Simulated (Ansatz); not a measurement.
# Deforming Ta

```yaml
crystal:
  lattice:
    - [0.00000, 2.11000, 2.11000]
    - [2.11000, 0.00000, 2.11000]
    - [2.11000, 2.11000, 0.00000]
  atoms:
    - { symbol: Ta, position: [0.00000, 0.00000, 0.00000] }
```

The cell is COD entry 1534932, as deposited and not checked against the literature; nothing was relaxed.

Spin–orbit coupling is left out, though it moves levels of the heavy atoms by tenths of an eV or more.

These are results of DFT, PBE, PAW with Ansatz's default frozen-core files, scalar-relativistic (Ansatz 0.2.0), not measurements.

The runs use a Γ-centred 15×15×15 k mesh, Fermi–Dirac smearing of 0.08 eV, cutoff 420 eV, no spin polarisation.

The unchanged cell is at 0.56 GPa.

In a metal, stresses and small energies carry noise from the k mesh.

x, y and z are the Cartesian axes of the cell as listed; fractional coordinates follow a strain, and an engineering shear is twice the off-diagonal strain component.

Problem. One change gave: energy change +3.0 meV/atom; stress change (xx, yy, zz, yz, xz, xy) 0.00, 0.00, 0.00, -0.75, -0.75, -0.75 GPa, compression positive. Which change was it?
A. equal xy, yz and zx engineering shear strains of -2 %
B. equal xy, yz and zx engineering shear strains of +2 %
C. equal xy, yz and zx engineering shear strains of +3 %
D. equal xy, yz and zx engineering shear strains of -3 %
E. equal xy, yz and zx engineering shear strains of -1 %
F. equal xy, yz and zx engineering shear strains of +1 %

Solution. B. For equal xy, yz and zx engineering shear strains of -3 %: energy change +9.1 meV/atom; stress change (xx, yy, zz, yz, xz, xy) 0.09, 0.09, 0.09, 1.72, 1.72, 1.72 GPa, compression positive. For equal xy, yz and zx engineering shear strains of -1 %: energy change +1.0 meV/atom; stress change (xx, yy, zz, yz, xz, xy) 0.01, 0.01, 0.01, 0.55, 0.55, 0.55 GPa, compression positive. For equal xy, yz and zx engineering shear strains of -2 %: energy change +4.0 meV/atom; stress change (xx, yy, zz, yz, xz, xy) 0.05, 0.05, 0.05, 1.14, 1.14, 1.14 GPa, compression positive. For equal xy, yz and zx engineering shear strains of +1 %: energy change +0.8 meV/atom; stress change (xx, yy, zz, yz, xz, xy) 0.00, 0.00, 0.00, -0.45, -0.45, -0.45 GPa, compression positive. For equal xy, yz and zx engineering shear strains of +3 %: energy change +6.0 meV/atom; stress change (xx, yy, zz, yz, xz, xy) 0.01, 0.01, 0.01, -1.00, -1.00, -1.00 GPa, compression positive.
